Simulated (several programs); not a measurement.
GaAs built on the zincblende prototype, relaxed with r2SCAN in Ansatz, was computed with several methods. The symmetry is F-43m (No. 216, cubic); conventional cell a = 5.666 Å, 22.74 Å³ an atom. Ga has 4 As at 2.45 Å; As has 4 Ga at 2.45 Å. The values are computed, spin-unpolarised.

```
Ga As
1.0
     0.00000    2.83309    2.83309
     2.83309    0.00000    2.83309
     2.83309    2.83309    0.00000
Ga As
1 1
Cartesian
  0.0000 0.0000 0.0000
  1.4165 1.4165 1.4165
```

Gaps and times are for a single point on this cell; volume and bulk modulus come from each method's own relaxation or energy curve at fixed shape. Times are rough, from shared hosts (AMD EPYC 9R14; Arm Neoverse V1; Arm Neoverse V2), and each method has its own mesh and cell size. A star marks a curve whose lowest point is an end point. PM6 (MOPAC), PM7 (MOPAC), GFN1-xTB (tblite), GFN2-xTB (tblite) treat a cluster of cells at its zone centre, which samples few k points: where these miss a band edge, the gap comes out too large for that reason alone. Gaps from k meshes are read at a limited set of points (mesh, symmetry points, PBE's band edges), so each method's own least gap may be somewhat smaller. Force fields have no electrons; where one was fitted to this phase, its volume and modulus reflect the fit. xTB and the PM methods were fitted mostly to molecules, and can miss a solid's gap by electronvolts. Minimal bases can be far off for gaps. Times of the plane-wave ladder aren't listed, since it ran on unlike processors and cards. GLLB-SC's gap includes the derivative discontinuity. G0W0 is at finite bands, cutoff and mesh. d marks a direct gap, i an indirect one (no mark: not told apart), a dash a value that wasn't computed or didn't pass its checks.

```
                               method              kind  gap (eV)  own volume (Å³/atom)  bulk modulus (GPa)  atoms computed  processor time
                               PBEsol         semilocal         –                 22.64                   –               2               –
              GaAs.bop.table (LAMMPS)       force field         –                 22.71                  75               2          0.13 s
 light PBE (260 eV and a coarse mesh)  light plane-wave    0.40 d                     –                   –               2          0.86 s
                                  PBE         semilocal    0.47 d                 23.68                  59               2               –
                                  LDA         semilocal    0.23 d                 21.98                   –               2               –
               PBE/single zeta (GPAW)       small basis    0.44 d                     –                   –               2           3.8 s
                       GLLB-SC (GPAW)   model potential      0.99                     –                   –               2           4.4 s
                    GFN1-xTB (tblite)     tight binding      0.59                     –                   –         cluster           4.7 s
                    GFN2-xTB (tblite)     tight binding      2.67                     –                   –         cluster           4.9 s
                       PBE/SZV (CP2K)       small basis    0.73 d                24.77*                 60*               2           5.2 s
                               r2SCAN         semilocal    0.96 d                 22.74                  73               2               –
                          PM6 (MOPAC)    semi-empirical      2.46                     –                   –         cluster           7.9 s
                          PM7 (MOPAC)    semi-empirical      5.31                 22.49                 116         cluster           9.2 s
                              PBE+SOC         semilocal    0.36 d                     –                   –               2               –
                      PBE/DZVP (CP2K)       small basis    0.45 d                 24.08                  57               2            18 s
G0W0@r2SCAN (180 eV screening cutoff)         many-body      1.43                     –                   –               2               –
   G0W0@LDA (140 eV screening cutoff)         many-body      1.13                     –                   –               2               –
   G0W0@PBE (260 eV screening cutoff)         many-body      1.03                     –                   –               2               –
 G0W0@HSE06 (180 eV screening cutoff)         many-body      1.64                     –                   –               2               –
  G0W0@PBE0 (180 eV screening cutoff)         many-body      1.80                     –                   –               2               –
                                 PBE0            hybrid    1.95 d                     –                   –               2               –
                                HSE06            hybrid    1.36 d                 22.94                   –               2               –
                         Hartree-Fock    exact exchange    7.12 i                     –                   –               2               –
                              r2SCANh            hybrid    1.45 d                     –                   –               2               –
                             DDH-PBE0            hybrid    0.87 d                     –                   –               2               –
                            HSE06+SOC            hybrid    1.30 d                     –                   –               2               –
```

**Question.** How far from the measured values lie the methods that can be set against them?

**Answer.**
- Band gap, measured 1.418 eV: light PBE (260 eV and a coarse mesh) -1.02 eV, PBE -0.95 eV, LDA -1.18 eV, PBE/single zeta (GPAW) -0.97 eV, GLLB-SC (GPAW) -0.43 eV, GFN1-xTB (tblite) -0.83 eV, GFN2-xTB (tblite) +1.25 eV, PBE/SZV (CP2K) -0.69 eV, r2SCAN -0.46 eV, PM6 (MOPAC) +1.04 eV, PM7 (MOPAC) +3.90 eV, PBE+SOC -1.06 eV, PBE/DZVP (CP2K) -0.97 eV, G0W0@r2SCAN (180 eV screening cutoff) +0.02 eV, G0W0@LDA (140 eV screening cutoff) -0.28 eV, G0W0@PBE (260 eV screening cutoff) -0.38 eV, G0W0@HSE06 (180 eV screening cutoff) +0.23 eV, G0W0@PBE0 (180 eV screening cutoff) +0.39 eV, PBE0 +0.53 eV, HSE06 -0.05 eV, Hartree-Fock +5.71 eV, r2SCANh +0.03 eV, DDH-PBE0 -0.55 eV, HSE06+SOC -0.12 eV.
- Volume, measured 22.58 Å³ an atom: PBEsol +0.2 %, GaAs.bop.table (LAMMPS) +0.6 %, PBE +4.9 %, LDA -2.6 %, r2SCAN +0.7 %, PM7 (MOPAC) -0.4 %, PBE/DZVP (CP2K) +6.6 %, HSE06 +1.6 %.
The calculations are for a static lattice; samples hold vibrations, temperature and, in optical gaps, excitons. A measured value is shown where most reports agree with it, and only for the quantities listed. Sources: 1.418 eV (direct gap E0 at Gamma from PR; 300 K; “Evidence of valence band perturbations in GaAsN/GaAs(001): A combined variable-angle spectroscopic ellipsometry and modulated photoreflectance investigation”; 2008; arxiv:0805.2212); 22.58 Å³ an atom (from the lattice constants; cubic lattice constant, matched to the observed 002 substrate reflection; 300 K; “Implication of the double-gating mode in a hybrid photon counting detector for measurements of transient heat conduction in GaAs/AlAs superlattice structures”; literature value (Adachi 1985) used to index the observed 002 substrate peak; not an independent lattice refinement; 2023; pmc:10405594).

Only the rows marked +SOC include spin-orbit coupling.
